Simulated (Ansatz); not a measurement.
## Ni$_{2}$Ge (P6_3/mmc), stationary points along a deformation path

All numbers below come from DFT PBEsol, scalar-relativistic, plane waves, PAW in Ansatz. The runs took a 420 eV cutoff, a Γ-centred 18×18×10 mesh and Gaussian smearing (0.15 eV). No spin polarisation. A magnetic state may lie lower. Energies are free energies at this smearing, counted from the undisturbed cell; pressure is positive in compression.

Zero of the scan (relaxed at this level; it needn't be the usual structure):

```xyz
6
Lattice="3.9720 0.0000 0.0000 -1.9860 3.4398 0.0000 0.0000 0.0000 5.0141" Properties=species:S:1:pos:R:3 pbc="T T T"
Ni    1.9860    1.1466    1.2535
Ni    0.0000    2.2932    3.7605
Ni    0.0000    0.0000    0.0000
Ni    0.0000    0.0000    2.5070
Ge    1.9860    1.1466    3.7605
Ge    0.0000    2.2932    1.2535
```

At fixed volume and fractional coordinates, lengths along (0.000, 0.000, 1.000) are scaled against those across it; ρ is that ratio over its starting value. V = 11.418 Å³/atom. Δσ is the stress along the axis less the mean stress across it (compression positive).

| ρ | ΔE (meV/atom) | Δσ (GPa) | space group |
| --- | --- | --- | --- |
| 0.850 | 190.7 | 55.15 | P6_3/mmc |
| 0.920 | 44.8 | 23.98 | P6_3/mmc |
| 0.960 | 10.1 | 10.72 | P6_3/mmc |
| 1.000 | 0.0 | -0.02 | P6_3/mmc |
| 1.050 | 12.9 | -10.74 | P6_3/mmc |
| 1.100 | 46.3 | -19.29 | P6_3/mmc |
| 1.200 | 156.5 | -33.72 | P6_3/mmc |

Q: How does the stress give the slope of the energy, and where is the energy stationary?

A: Along the path d ln(length) is 2/3 d ln ρ on the axis and −1/3 d ln ρ across it, so dE/d ln ρ = −(2/3) V Δσ: the energy falls with ρ where Δσ is positive. Δσ vanishes or changes sign at ρ = 1.000 (P6_3/mmc), a minimum at 0.0 meV/atom. Pairs of stationary points between two samples would go unseen, and could change a minimum read from distant neighbours into a maximum.

Q: Integrate that slope from ρ = 1 to 1.200 by the trapezoid rule.

A: With V/N in Å³ and 1 eV/Å³ = 160.2 GPa the slopes at ρ = 1.000, 1.050, 1.100, 1.200 are 1, 510, 917, 1602 meV/atom per unit of ln ρ. The steps add 12.5 + 33.2 + 109.6 = 155.2 meV/atom, against 156.5 from the energies; the trapezoid rule misses the curvature of the slope within each step.

In a metal these slopes depend on the k mesh and the smearing.

Cost: 7 runs of about 4.6 core-minutes in all, on Intel Xeon Platinum 8375C (Ice Lake) (shared hosts).